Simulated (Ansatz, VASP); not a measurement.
**Al: VASP beside Ansatz**

```
Al
1.0
     3.78991    0.00000    0.00000
    -1.89496    3.28216    0.00000
     0.00000    0.00000    2.28235
Al
3
Direct
  0.00000 0.00000 0.00000
  0.33333 0.66667 0.50000
  0.66667 0.33333 0.50000
```

Change from the starting cell: volume scaled by 0.55, crystal datasets.

Alike in both runs: task single point; functional PBE; k mesh 8 × 8 × 11; occupations fermi-dirac, width 0.08 eV; no spin polarisation.

```csv
,VASP,Ansatz
version,VASP 6.6.1,Ansatz 0.2.0
potentials or method,"VASP PAW PBE potentials, release 64 (Al), cutoff 520 eV","all-electron PAW with datasets made for the crystal, scalar-relativistic"
```

VASP gave:

- pressure (GPa): 141.6

Question: Estimate Ansatz's values.

Answer: Pressure (GPa): 140.5.

Ansatz ran all-electron here, so the differences hold the error of VASP's frozen core and of both bases.

Caveats: the cell as given lies far from equilibrium; so large a pressure means that the cell lies far from this level's equilibrium, or that cutoff or potentials fall short (VASP).
